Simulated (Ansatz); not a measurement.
# NaCl: do energies and stresses tell the same story?

Computed with DFT PBE, scalar-relativistic, plane waves, PAW (Ansatz 0.2.0).

Settings: cutoff 420 eV, Γ-centred mesh 8×8×8 on the computed 2-atom cell, Gaussian smearing of 0.02 eV; no spin polarisation.

Relaxed cell: Fm-3m, a = 5.694 Å, b = 5.694 Å, c = 5.694 Å, α = 90.00°, β = 90.00°, γ = 90.00°, 2 atoms in the primitive cell.

Energies at zero smearing and pressures from the stress tensor, at volumes with shape and atoms relaxed:
```json
{"V (Å³/atom)": "21.694", "E − E(first) (meV/atom)": "0.00", "P (GPa)": "1.72"}
{"V (Å³/atom)": "22.386", "E − E(first) (meV/atom)": "-5.37", "P (GPa)": "0.80"}
{"V (Å³/atom)": "23.078", "E − E(first) (meV/atom)": "-7.09", "P (GPa)": "0.02"}
{"V (Å³/atom)": "23.771", "E − E(first) (meV/atom)": "-5.73", "P (GPa)": "-0.63"}
{"V (Å³/atom)": "24.463", "E − E(first) (meV/atom)": "-1.75", "P (GPa)": "-1.19"}
```

Q: Check P = −dE/dV between neighbouring volumes, and get the bulk modulus from the pressures alone.

A: With 1 eV/Å³ = 160.2 GPa:
```
middle V (Å³/atom)  −ΔE/ΔV (GPa) mean P (GPa)
            22.040         1.243         1.256
            22.732         0.398         0.409
            23.425        -0.316        -0.306
            24.117        -0.919        -0.911
```

The two differ by 0.01 GPa at most. The mean of two end pressures misses the average over a step by about ΔV² P″/12, up to 0.01 GPa here; with that taken off 0.00 GPa remains. Around V = 23.078 Å³/atom, the two neighbours give B = −V ΔP/ΔV = 23.078 × 1.43 / 1.385 = 23.9 GPa, against B0 = 23.6 GPa from the Birch–Murnaghan fit of the energies.